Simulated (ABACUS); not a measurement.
NaH under changes of volume

One of the cells (14.527 Å³/atom); the others are scaled copies at fixed shape and fractional positions:

```
Na H
1.0
     0.00000    2.44000    2.44000
     2.44000    0.00000    2.44000
     2.44000    2.44000    0.00000
Na H
1 1
Direct
  0.00000 0.00000 0.00000
  0.50000 0.50000 0.50000
```

```yaml
Program: ABACUS 3.10.1
Functional: PBEsol
Potentials_or_basis: PseudoDojo NC SR 0.4.1 PBEsol standard
Cutoff: 1211 eV
Density_cutoff: 4844 eV
Basis: plane waves
k_mesh: 9 × 9 × 9
Occupations: fermi-dirac, width 0.05 eV
Spin: no spin polarisation
```

```csv
volume (Å³/atom),energy over the lowest point (meV/atom),pressure (GPa),gap on the mesh (eV)
13.655,0.00,0.2,3.93
13.946,0.09,-0.3,3.90
14.236,1.04,-0.8,3.86
14.527,2.77,-1.2,3.83
14.817,5.21,-1.5,3.79
15.108,8.28,-1.9,3.76
15.398,?,?,?
```

Q: What does the run at 15.398 Å³/atom give?

A: Energy over the lowest point 11.94 meV/atom; pressure -2.2 GPa; gap on the mesh 3.73 eV.

Worked out: A Birch-Murnaghan fit of order 3 (a polynomial in V^(-2/3)) to the other rows has its minimum at 13.77 Å³/atom with B0 = V·E''(V) = 24 GPa and B' = 3.9. It gives 11.92 meV/atom at 15.398 Å³/atom, against the run's 11.94, and -dE/dV = -2.2 GPa, against -2.2. A straight line through the other rows of the gap, of slope -1.71 eV per unit of ln V, extrapolates to 3.73 eV, against the run's 3.73.

Energies are extrapolated to zero smearing.

Caveats: an odd mesh through Γ misses points on the zone boundary, where band edges often lie.
